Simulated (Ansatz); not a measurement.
# MoSe2: the cost of one run

Method: DFT LDA+D3(BJ), scalar-relativistic, plane waves, PAW, in Ansatz 0.2.0.

The COD entry's cell or inner coordinates are ideal or old and differ from later refinements, so a difference from it is no clean test against experiment.

16 further runs of the same task are left out: 16 set aside as unsound or not needed.

## 1. The structure to begin with

The structure is hexagonal, space group P6_3/mmc (No. 194). The conventional cell has a = 3.288 Å, b = 3.288 Å, c = 12.900 Å, α = 90.00°, β = 90.00°, γ = 120.00°. Mo (site symmetry -6m2) is surrounded by 6 Se at 2.49 Å. Se (site symmetry 3m) is surrounded by 3 Mo at 2.49 Å.

Coordinates:

```xyz
6
Lattice="3.2880 0.0000 0.0000 -1.6440 2.8475 0.0000 0.0000 0.0000 12.9000" Properties=species:S:1:pos:R:3 pbc="T T T"
Mo    0.0000    1.8983    3.2250
Mo    1.6440    0.9492    9.6750
Se    0.0000    1.8983    8.0625
Se    1.6440    0.9492    1.6125
Se    0.0000    1.8983   11.2875
Se    1.6440    0.9492    4.8375
```

Source of the structure: the Crystallography Open Database.

## 7. Setting up the map

The energy is mapped over volume and the cell's shape.

First coordinate, volume per atom: 7 values from 16.58 to 19.47 Å³. Second coordinate, c/a of the conventional cell: 7 values from 3.505 to 4.114.

Nothing else is relaxed (fractional coordinates fixed). Energies count from the relaxed crystal. Points are written as (first, second).

(The set-up runs are not shown.)

## 8. Point (17.55 Å³, 3.697)

File input.yaml:

```yaml
crystal:
  lattice:
    - [3.2035949314, 0.0, 0.0]
    - [-1.6017974657, 2.774394594, 0.0]
    - [0.0, 0.0, 11.8440108209]
  atoms:
    - { symbol: Mo, position: [0.3333333333, 0.6666666667, 0.25] }
    - { symbol: Mo, position: [0.6666666667, 0.3333333333, 0.75] }
    - { symbol: Se, position: [0.3333333333, 0.6666666667, 0.6133208416] }
    - { symbol: Se, position: [0.6666666667, 0.3333333333, 0.1133208416] }
    - { symbol: Se, position: [0.3333333333, 0.6666666667, 0.8866791584] }
    - { symbol: Se, position: [0.6666666667, 0.3333333333, 0.3866791584] }
basis:
  ecutwfc: 420
kpoints:
  mp_grid: { grid: [15, 15, 4] }
hamiltonian:
  xc: lda
  pseudopotentials: { kind: paw, azcp: { folder: soft_1 } }
  dispersion: d3bj
scf:
  occupations: { method: gaussian, width: 0.05 }
output:
  forces: true
  stress: true
  eigenvalues: true
```

On the command line:

```console
$ ansatz run input.yaml --threads 2 --pin off --max-ram 4096MiB --backend cpu --events-out ev --progress --plain --runs-dir out
```

**Question.** How long does this run take on 2 threads of Arm Neoverse N1, shared host, and how much memory does it need?

About 24 s, with a peak of 0.6 GiB.
